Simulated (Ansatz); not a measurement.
# Ti4C3: a closer look at a trial structure, part 2 of 2

The task, for Ti4C3: fit an equation of state.

Ansatz 0.2.0; DFT PBE, scalar-relativistic, plane waves, PAW. The steps go on from the part before.

## 7. Changed: mp_grid.grid [5, 5, 5], hubbard.sites [{species: Ti, l: d, u_eff: 8.0}], hubbard.double_counting amf

Contents of input.yaml:

```yaml
crystal:
  lattice:
    - [4.3948775759, 0.0, 0.0]
    - [0.0, 4.3948775759, 0.0]
    - [0.0, 0.0, 4.3948775759]
  atoms:
    - { symbol: Ti, position: [0.0, 0.0, 0.0] }
    - { symbol: Ti, position: [0.0, 0.5, 0.5] }
    - { symbol: Ti, position: [0.5, 0.0, 0.5] }
    - { symbol: Ti, position: [0.5, 0.5, 0.0] }
    - { symbol: C, position: [0.5, 0.0, 0.0] }
    - { symbol: C, position: [0.0, 0.5, 0.0] }
    - { symbol: C, position: [0.0, 0.0, 0.5] }
basis:
  ecutwfc: 420
kpoints:
  mp_grid: { grid: [5, 5, 5] }
hamiltonian:
  xc: pbe
  hubbard: { sites: [{ species: Ti, l: d, u_eff: 8.0 }], double_counting: amf }
scf:
  occupations: { method: gaussian, width: 0.1 }
output:
  forces: true
  eigenvalues: true
  stress: true
```

Started as:

```bash
ansatz run input.yaml --threads 1 --pin off --max-ram 2048MiB --backend cpu --events-out ev --progress --plain --runs-dir out
```

The log of the run (excerpt; [...] marks lines left out):

```text
Warning: RAYON_NUM_THREADS=1 ignored (pool sized by the plan → 1); use --threads N
Ti: projections on atomic orbitals take those of the free atom [Ne] 3s2 3p6 3d2 4s2, of charge +0.00 (hamiltonian.pseudopotentials.projection_atoms); the dataset's partial waves leave at most 4.1e-7 of an orbital's norm unspanned inside its sphere
C: projections on atomic orbitals take those of the free atom [He] 2s2 2p2, of charge +0.00 (hamiltonian.pseudopotentials.projection_atoms); the dataset's partial waves leave at most 3.7e-9 of an orbital's norm unspanned inside its sphere
[...]
Pseudopotentials: kind: paw
Pseudopotential: Ti, paw, valence charge 12, recommended cutoff 420 eV (normal), Ti.paw.azcp
Pseudopotential: C, paw, valence charge 4, recommended cutoff 420 eV (normal), C.paw.azcp
Functional definition: PBE
[...]
Crystal: 7 atoms, lattice volume = 84.887 Å³
[...]
SCF converged after 11 iterations
Free energy (F): -10757.059774 eV
[...]
E sigma→0 (E₀):  -10757.055500 eV
Entropy (-TS):   -0.008548 eV (-1.221 meV/atom)
Fermi energy:    13.466889 eV
[...]
DFT+U double counting: amf (around mean field; hamiltonian.hubbard.double_counting)
--- Forces (eV/Å), atoms counted from 1 ---
  atom   1  Ti    -0.00000000    -0.00000000     0.00000000
  atom   2  Ti     0.00000000     0.00000000    -0.00000000
  atom   3  Ti     0.00000000    -0.00000000    -0.00000000
  atom   4  Ti     0.00000000    -0.00000000    -0.00000000
  atom   5  C     -0.00000000    -0.00000000     0.00000000
  atom   6  C      0.00000000     0.00000000     0.00000000
  atom   7  C      0.00000000    -0.00000000    -0.00000000
[...]
--- Stress (GPa, compression-positive) ---
       -9.446999      -0.000000       0.000000
       -0.000000      -9.446999       0.000000
        0.000000       0.000000      -9.446999
  P = ⅓ Tr σ = -9.4470 GPa (-94.470 kbar)
--- Band table (eV; the first three rows and the last of 10) ---
[...]
Occupation matrices written to <dir>
```

Wall time 2.4 s (1 thread of Intel Xeon 6975P-C (Granite Rapids), shared host); peak memory 0.38 GiB.

| run | ending | energy change | pressure (GPa) | gap (eV) | force (eV/Å) | cycles | time |
| --- | --- | --- | --- | --- | --- | --- | --- |
| step 6 | converged | 0 | -11.3 | 0.00 | 0.00 | 7 | 6 s |
| variant | converged | -114.6 meV/atom (U changed: no physical gain or loss) | -9.4 | 0.00 | 0.00 | 11 | 2.4 s |

Changing the k-point mesh and Hubbard U moves the energy by -114.6 meV/atom, and the pressure goes from -11.3 to -9.4 GPa. The U term adds an energy of its own, so the shift says nothing about which run is better.

## 8. The cell scaled to 0.91 of its volume

Contents of input.yaml:

```yaml
crystal:
  lattice:
    - [4.1769437253, 0.0, 0.0]
    - [0.0, 4.1769437253, 0.0]
    - [0.0, 0.0, 4.1769437253]
  atoms:
    - { symbol: Ti, position: [0.0, 0.0, 0.0] }
    - { symbol: Ti, position: [0.0, 0.5, 0.5] }
    - { symbol: Ti, position: [0.5, 0.0, 0.5] }
    - { symbol: Ti, position: [0.5, 0.5, 0.0] }
    - { symbol: C, position: [0.5, 0.0, 0.0] }
    - { symbol: C, position: [0.0, 0.5, 0.0] }
    - { symbol: C, position: [0.0, 0.0, 0.5] }
basis:
  ecutwfc: 420
kpoints:
  mp_grid: { grid: [10, 10, 10] }
hamiltonian:
  xc: pbe
scf:
  occupations: { method: gaussian, width: 0.1 }
output:
  forces: true
  stress: true
  eigenvalues: true
```

Started as:

```bash
ansatz run input.yaml --threads 1 --pin off --max-ram 2048MiB --backend cpu --events-out ev --progress --plain --runs-dir out
```

The log of the run (excerpt; [...] marks lines left out):

```text
[...]
SCF converged after 7 iterations
Free energy (F): -10755.920603 eV
[...]
E sigma→0 (E₀):  -10755.916294 eV
Entropy (-TS):   -0.008617 eV (-1.231 meV/atom)
Fermi energy:    15.805990 eV
[...]
--- Forces (eV/Å), atoms counted from 1 ---
  atom   1  Ti    -0.00000000     0.00000000     0.00000000
  atom   2  Ti     0.00000000     0.00000000    -0.00000000
  atom   3  Ti    -0.00000000    -0.00000000     0.00000000
  atom   4  Ti    -0.00000000     0.00000000     0.00000000
  atom   5  C      0.00000000    -0.00000000    -0.00000000
  atom   6  C      0.00000000     0.00000000    -0.00000000
  atom   7  C      0.00000000     0.00000000     0.00000000
[...]
--- Stress (GPa, compression-positive) ---
       24.775214       0.000000       0.000000
        0.000000      24.775214       0.000000
        0.000000       0.000000      24.775214
  P = ⅓ Tr σ = 24.7752 GPa (247.752 kbar)
--- Band table (eV; the first three rows and the last of 56) ---
[...]
```

Wall time 4.3 s (1 thread of Intel Xeon 6975P-C (Granite Rapids), shared host); peak memory 0.43 GiB.

## 9. Point at V/V0 = 1.10

input.yaml: that of step 8 with these lines changed.

```diff
@@ -2,5 +2,5 @@
   lattice:
-    - [4.1769437253, 0.0, 0.0]
-    - [0.0, 4.1769437253, 0.0]
-    - [0.0, 0.0, 4.1769437253]
+    - [4.4494779114, 0.0, 0.0]
+    - [0.0, 4.4494779114, 0.0]
+    - [0.0, 0.0, 4.4494779114]
   atoms:
```

Started as:

```bash
ansatz run input.yaml --threads 1 --pin off --max-ram 2048MiB --backend cpu --events-out ev --progress --plain --runs-dir out
```

The log of the run (excerpt; [...] marks lines left out):

```text
[...]
SCF converged after 7 iterations
Free energy (F): -10755.971183 eV
[...]
E sigma→0 (E₀):  -10755.966445 eV
Entropy (-TS):   -0.009476 eV (-1.354 meV/atom)
Fermi energy:    12.656702 eV
[...]
--- Forces (eV/Å), atoms counted from 1 ---
  atom   1  Ti    -0.00000000    -0.00000000    -0.00000000
  atom   2  Ti     0.00000000     0.00000000     0.00000000
  atom   3  Ti     0.00000000    -0.00000000    -0.00000000
  atom   4  Ti     0.00000000     0.00000000     0.00000000
  atom   5  C      0.00000000    -0.00000000     0.00000000
  atom   6  C      0.00000000     0.00000000     0.00000000
  atom   7  C     -0.00000000     0.00000000    -0.00000000
[...]
--- Stress (GPa, compression-positive) ---
      -17.131578       0.000000       0.000000
       -0.000000     -17.131578       0.000000
        0.000000       0.000000     -17.131578
  P = ⅓ Tr σ = -17.1316 GPa (-171.316 kbar)
--- Band table (eV; the first three rows and the last of 56) ---
[...]
```

Run time: 4.9 s. Hardware: 1 thread of Intel Xeon 6975P-C (Granite Rapids), shared host; peak memory 0.45 GiB.

## 10. The cell scaled to 0.88 of its volume

input.yaml: that of step 9 with these lines changed.

```diff
@@ -2,5 +2,5 @@
   lattice:
-    - [4.4494779114, 0.0, 0.0]
-    - [0.0, 4.4494779114, 0.0]
-    - [0.0, 0.0, 4.4494779114]
+    - [4.1305293977, 0.0, 0.0]
+    - [0.0, 4.1305293977, 0.0]
+    - [0.0, 0.0, 4.1305293977]
   atoms:
```

Started as:

```bash
ansatz run input.yaml --threads 1 --pin off --max-ram 2048MiB --backend cpu --events-out ev --progress --plain --runs-dir out
```

The log of the run (excerpt; [...] marks lines left out):

```text
[...]
SCF converged after 7 iterations
Free energy (F): -10755.467979 eV
[...]
E sigma→0 (E₀):  -10755.463714 eV
Entropy (-TS):   -0.008531 eV (-1.219 meV/atom)
Fermi energy:    16.418419 eV
[...]
--- Forces (eV/Å), atoms counted from 1 ---
  atom   1  Ti    -0.00000000     0.00000000    -0.00000000
  atom   2  Ti     0.00000000    -0.00000000    -0.00000000
  atom   3  Ti     0.00000000    -0.00000000    -0.00000000
  atom   4  Ti     0.00000000    -0.00000000    -0.00000000
  atom   5  C      0.00000000    -0.00000000     0.00000000
  atom   6  C      0.00000000     0.00000000     0.00000000
  atom   7  C      0.00000000    -0.00000000     0.00000000
[...]
--- Stress (GPa, compression-positive) ---
       35.882598       0.000000       0.000000
        0.000000      35.882598       0.000000
        0.000000       0.000000      35.882598
  P = ⅓ Tr σ = 35.8826 GPa (358.826 kbar)
--- Band table (eV; the first three rows and the last of 56) ---
[...]
```

Wall time 4 s (1 thread of Intel Xeon 6975P-C (Granite Rapids), shared host); peak memory 0.42 GiB.

## 11. Variant: lower_state_search off

input.yaml: that of step 10 with these lines changed.

```diff
@@ -21,5 +21,6 @@
   occupations: { method: gaussian, width: 0.1 }
+  lower_state_search: "off"
 output:
   forces: true
+  eigenvalues: true
   stress: true
-  eigenvalues: true
```

Started as:

```bash
ansatz run input.yaml --threads 1 --pin off --max-ram 2048MiB --backend cpu --events-out ev --progress --plain --runs-dir out
```

The log of the run (excerpt; [...] marks lines left out):

```text
Warning: RAYON_NUM_THREADS=1 ignored (pool sized by the plan → 1); use --threads N
[...]
[... 4 set-up lines as earlier in the session ...]
[...]
Crystal: 7 atoms, lattice volume = 70.472 Å³
Basis set: ecut = 420 eV, 1357 PW (Γ), exchange–correlation on 60×60×60 points (8 copies of the dense FFT grid, shifted against one another)
Bands: 37, of which v1, the nominal top of the filled ones, is band 30 counted from 1 (29 counted from 0)
[... 1 set-up line as earlier in the session ...]
Space group: Pm-3m (ITA 221), of the structure as read, at distance tolerance 4.1e-5 Å
k-points: 56 of 1000
[...]
SCF iter   1: F=—  HF=-10755.474640 eV  |F-HF|=—  |Δ(HF+E_count)|=         —  Δρ=7.93e-3  dr2=2.91e-2  ethr=1.77e-3  ⟨swp⟩=4.6  Hψ=7997  notcnv=0
[...]
SCF iter   7: F=-10755.467979 eV  HF=-10755.467979 eV  |F-HF|=1.92e-9  |Δ(HF+E_count)|=   3.97e-8  Δρ=3.02e-6  dr2=5.35e-9  ethr=1.67e-10  ⟨swp⟩=8.1  Hψ=7194  notcnv=0
[...]
SCF converged after 7 iterations
Free energy (F): -10755.467979 eV
[...]
E sigma→0 (E₀):  -10755.463714 eV
Entropy (-TS):   -0.008531 eV (-1.219 meV/atom)
Fermi energy:    16.418419 eV
[...]
--- Forces (eV/Å), atoms counted from 1 ---
  atom   1  Ti    -0.00000000     0.00000000    -0.00000000
  atom   2  Ti     0.00000000    -0.00000000    -0.00000000
  atom   3  Ti     0.00000000    -0.00000000    -0.00000000
  atom   4  Ti     0.00000000    -0.00000000    -0.00000000
  atom   5  C      0.00000000    -0.00000000     0.00000000
  atom   6  C      0.00000000     0.00000000     0.00000000
  atom   7  C      0.00000000    -0.00000000     0.00000000
[...]
--- Stress (GPa, compression-positive) ---
       35.882598       0.000000       0.000000
        0.000000      35.882598       0.000000
        0.000000       0.000000      35.882598
  P = ⅓ Tr σ = 35.8826 GPa (358.826 kbar)
--- Band table (eV; the first three rows and the last of 56) ---
[...]
```

Wall time 3.9 s (1 thread of Intel Xeon 6975P-C (Granite Rapids), shared host); peak memory 0.43 GiB.

| run | ending | energy change | pressure (GPa) | gap (eV) | force (eV/Å) | cycles | time |
| --- | --- | --- | --- | --- | --- | --- | --- |
| step 10 | converged | 0 | 35.9 | 0.00 | 0.00 | 7 | 4 s |
| variant | converged | 0.0 meV/atom | 35.9 | 0.00 | 0.00 | 7 | 3.9 s |

The changed input (search for lower states) leaves the energy the same to the digits printed.

## 12. Equation of state

| volume (Å³/atom) | energy above the lowest point (meV/atom) | pressure (GPa) | gap on the mesh (eV) |
| --- | --- | --- | --- |
| 10.067 | 138.2 | 35.88 | 0.00 |
| 10.411 | 73.5 | 24.78 | 0.00 |
| 10.754 | 30.9 | 15.24 | 0.00 |
| 11.097 | 7.3 | 7.04 | 0.00 |
| 11.440 | 0.0 | -0.02 | 0.00 |
| 11.783 | 6.7 | -6.08 | 0.00 |
| 12.127 | 25.5 | -11.30 | 0.00 |
| 12.584 | 66.4 | -17.13 | 0.00 |

## 13. Outcome

This closing draws on all 2 parts.

| quantity | value |
| --- | --- |
| equilibrium volume of the fit | 11.44 Å³/atom |
| bulk modulus | 218 GPa |
| its pressure derivative | 4.0 |

**Reading.** The fit puts the minimum at 11.44 Å³/atom with B = 218 GPa and B' = 4.0.
